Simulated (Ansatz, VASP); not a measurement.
# NaH in VASP and in Ansatz

```
CELL_PARAMETERS angstrom
0.00000 2.51320 2.47660
2.51320 0.00000 2.47660
2.51320 2.51320 0.00000
ATOMIC_POSITIONS crystal
Na 0.00000 0.00000 0.00000
H 0.50000 0.50000 0.50000
```

Change from the starting cell: strain +0.030 along x and y, +0.015 along z, atoms carried along.

Alike in both runs: task single point; functional LDA; k mesh 8 × 8 × 8; occupations gaussian, width 0.05 eV; no spin polarisation.

```csv
,VASP,Ansatz
version,VASP 6.6.1,Ansatz 0.2.0
potentials or method,"VASP PAW LDA potentials, release 64 (Na_pv, H)","scalar-relativistic, plane waves, PAW"
plane-wave cutoff (eV),520,420
valence electrons in the cell,8,10
```

```tsv
	VASP	Ansatz	Ansatz less VASP
gap on the k mesh at the Fermi level (eV)	3.25	3.25	+0.001
least direct gap on the mesh (eV)	4.11	4.12	+0.002
pressure (GPa)	-3.7	-3.7	+0.06
largest component of the traceless stress (GPa)	0.15	0.15	-0.002
```

The two sets of potentials don't hold the same shells in valence.

A k mesh can miss the band edges.
